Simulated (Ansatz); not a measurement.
# Ge: the cost of one run

Program: Ansatz 0.2.0. Level of theory: DFT PBE, scalar-relativistic, plane waves, PAW. These are calculated values, not measurements.

## (1) Starting point

Symmetry: Pmmm, No. 47, orthorhombic system. The conventional cell has a = 2.590 Å, b = 5.023 Å, c = 6.892 Å, α = 90.00°, β = 90.00°, γ = 90.00°. Around Ge (site symmetry m) lie 6 Ge at 2.47 to 2.59 Å. Around Ge (site symmetry mmm) lie 6 Ge at 2.52 to 2.59 Å.

Coordinates:

```cif
data_structure
_symmetry_space_group_name_H-M 'Pmmm'
_symmetry_Int_Tables_number 47
_cell_length_a 2.5896
_cell_length_b 5.0229
_cell_length_c 6.8917
_cell_angle_alpha 90.000
_cell_angle_beta 90.000
_cell_angle_gamma 90.000
_cell_volume 89.64
loop_
_atom_site_label
_atom_site_type_symbol
_atom_site_symmetry_multiplicity
_atom_site_Wyckoff_symbol
_atom_site_fract_x
_atom_site_fract_y
_atom_site_fract_z
_atom_site_occupancy
Ge1 Ge 4 v 0.50000 0.75384 0.31611 1
Ge2 Ge 1 f 0.50000 0.50000 0.00000 1
```

Recipe of the guess: 6-connected net of one element (Pmmm, No. 47). The dimensions are guesses.

## (2) A first look at the guess

input.yaml reads:

```yaml
crystal:
  lattice:
    - [2.58961728, 0.0, 0.0]
    - [0.0, 5.02289124, 0.0]
    - [0.0, 0.0, 6.89173558]
  atoms:
    - { symbol: Ge, position: [0.5, 0.75383501, 0.316112] }
    - { symbol: Ge, position: [0.5, 0.24616499, 0.316112] }
    - { symbol: Ge, position: [0.5, 0.75383501, 0.683888] }
    - { symbol: Ge, position: [0.5, 0.24616499, 0.683888] }
    - { symbol: Ge, position: [0.5, 0.5, 0.0] }
basis:
  ecutwfc: 420
kpoints:
  mp_grid: { grid: [6, 4, 4] }
hamiltonian:
  xc: pbe
scf:
  occupations: { method: gaussian, width: 0.1 }
  lower_state_search: "off"
output:
  forces: true
  stress: true
  eigenvalues: true
```

The run is started by

```
> ansatz run input.yaml --threads 1 --pin off --max-ram 2560MiB --backend cpu --events-out ev --progress --plain --runs-dir out
```

Q: Estimate wall time and peak memory on 1 thread of Arm Neoverse V1, shared host.

About 7.6 s, with a peak of 0.38 GiB.
